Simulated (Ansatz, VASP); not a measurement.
**Pd in VASP and in Ansatz**

```
CELL_PARAMETERS angstrom
2.78768 0.00000 0.00000
0.00000 2.78768 0.00000
0.00000 0.00000 26.82713
ATOMIC_POSITIONS crystal
Pd 0.50000 0.50000 0.27957
Pd 0.00000 0.00000 0.35305
Pd 0.50000 0.50000 0.42652
Pd 0.00000 0.00000 0.50000
Pd 0.50000 0.50000 0.57348
Pd 0.00000 0.00000 0.64695
Pd 0.50000 0.50000 0.72043
```

Alike in both runs: task single point; functional PBE; k mesh 12 × 12 × 1; occupations gaussian, width 0.1 eV; no spin polarisation.

```csv
,VASP,Ansatz
version,VASP 6.6.1,Ansatz 0.2.0
potentials or method,"VASP PAW PBE potentials, release 64 (Pd)","scalar-relativistic, plane waves, PAW"
plane-wave cutoff (eV),520,420
valence electrons in the cell,70,126
```

Ansatz gave:

| Property | Result |
| --- | --- |
| gap on the k mesh at the Fermi level (eV) | none |
| rms of the force components (eV/Å) | 0.049 |
| work function, face that differs most (eV) | 5.11 |

**Question.** What did VASP give for the same quantities?

**Answer.** gap on the k mesh at the Fermi level (eV): none; rms of the force components (eV/Å): 0.052; work function, face that differs most (eV): 5.10.

Atom by atom the forces differ by 0.004 eV/Å (rms over components). A gap of «none» marks a metal or a gap that the smearing closes. The two sets of potentials don't hold the same shells in valence. Ansatz warned: «xc_potential_rough_in_thin_density».
